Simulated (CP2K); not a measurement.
BN under changes of volume

One of the cells (9.145 Å³/atom); the others are scaled copies at fixed shape and fractional positions:

```
N B
1.0
     3.66930    0.00000    0.00000
     2.81611    2.35229    0.00000
     2.81611    1.02142    2.11896
N B
1 1
Direct
  0.66724 0.66724 0.66724
  0.00033 0.00033 0.00033
```

The cell is a database's computed one.

```yaml
Program: CP2K 2026.2
Functional: PBEsol
Potentials_or_basis: POTENTIAL_UZH N GTH-PBE-q5, B GTH-PBE-q3; TZVP-MOLOPT-PBE-GTH basis
Density_cutoff: 6123 eV
k_mesh: 12 × 12 × 12
Occupations: fermi-dirac, width 0.05 eV
Spin: no spin polarisation
```

```tsv
volume (Å³/atom)	energy over the lowest point (meV/atom)	pressure (GPa)	gap on the mesh (eV)	largest force (eV/Å)
8.596	36.99	19.5	4.23	0.011
8.779	18.38	13.4	4.21	0.009
8.962	?	?	?	?
9.145	0.40	2.7	4.17	0.013
9.328	0.00	-1.9	4.14	0.015
9.510	4.67	-6.2	4.12	0.017
9.693	13.98	-10.1	4.10	0.018
```

What does the run at 8.962 Å³/atom give?

Energy over the lowest point 6.36 meV/atom; pressure 7.8 GPa; gap on the mesh 4.19 eV; largest force 0.011 eV/Å.

Worked out: A Birch-Murnaghan fit of order 3 (a polynomial in V^(-2/3)) to the other rows has its minimum at 9.25 Å³/atom with B0 = V·E''(V) = 234 GPa and B' = 3.4 at fixed shape and positions, which overstates the stiffness. It gives 6.36 meV/atom at 8.962 Å³/atom, against the run's 6.36, and -dE/dV = 7.8 GPa, against 7.8. A straight line through the other rows of the gap, of slope -1.1 eV per unit of ln V, gives 4.19 eV, against the run's 4.19.

Energies are extrapolated to zero smearing.

Caveats: the potentials were made for another functional, which shifts forces and pressure; the basis of atomic orbitals isn't converged, which shifts pressures, moduli and gaps.

A mesh can miss the band edges.
